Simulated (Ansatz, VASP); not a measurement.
# B: VASP beside Ansatz

```
B
1.0
     2.81374    0.00000    0.00000
    -1.40687    2.43677    0.00000
     0.00000    0.00000    2.76819
B
3
Direct
  0.00000 0.00000 0.00000
  0.33333 0.66667 0.50000
  0.66667 0.33333 0.50000
```

Alike in both runs: task single point; functional PBEsol; k mesh 14 × 14 × 13; occupations fermi-dirac, width 0.1 eV; no spin polarisation.

|  | VASP | Ansatz |
| --- | --- | --- |
| version | VASP 6.6.1 | Ansatz 0.2.0 |
| potentials or method | VASP PAW PBE potentials, release 64 (B) | plane waves (420 eV) with PAW, scalar-relativistic |
| plane-wave cutoff (eV) | 520 | 420 |
| valence electrons in the cell | 9 | 9 |

VASP gave:

* pressure (GPa): 10.8
* largest component of the traceless stress (GPa): 4.15

Q: Which values does Ansatz return?

A: Pressure (GPa): 10.4; largest component of the traceless stress (GPa): 3.91.

The functional is the same, so the differences come from potentials, cutoffs and numerics. Ansatz warned: «pseudo_functional_mismatch».

Caveats: the PAW data sets were made with another functional, which shifts forces and pressure a little (VASP).
